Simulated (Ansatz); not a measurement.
Crystal: Sc.

```
Sc
1.0
     3.30900    0.00000    0.00000
    -1.65450    2.86568    0.00000
     0.00000    0.00000    5.27330
Sc
2
Cartesian
  1.6545 0.9552 3.9550
  0.0000 1.9105 1.3183
```

Base run:

| Quantity | Value |
| --- | --- |
| Program | Ansatz 0.2.0 |
| Functional | PBEsol |
| Potentials or basis | all-electron LAPW, scalar-relativistic |
| Cutoff | 167 eV |
| Density cutoff | 668 eV |
| Basis error allowed | 0.001 eV/atom |
| k mesh | 9 × 9 × 5 |
| Occupations | fermi-dirac, width 0.05 eV |
| Spin | no spin polarisation |
| Hubbard terms | Sc d U = 4.3 eV |

Its results: pressure 5.0 GPa.

Q: The run is repeated on the same cell with these changes: occupations from fermi-dirac, width 0.05 eV to gaussian, width 0.02 eV; hubbard terms from Sc d U = 4.3 eV to none. What comes out?

A: Pressure -2.8 GPa.

Caveats: U is the effective U less J, on atomic orbitals that reach past the spheres (some runs); U without spin polarisation on a metal has little footing (some runs); the U is typed as a test and isn't derived for this compound (some runs).

Not every run made on this cell is shown here.
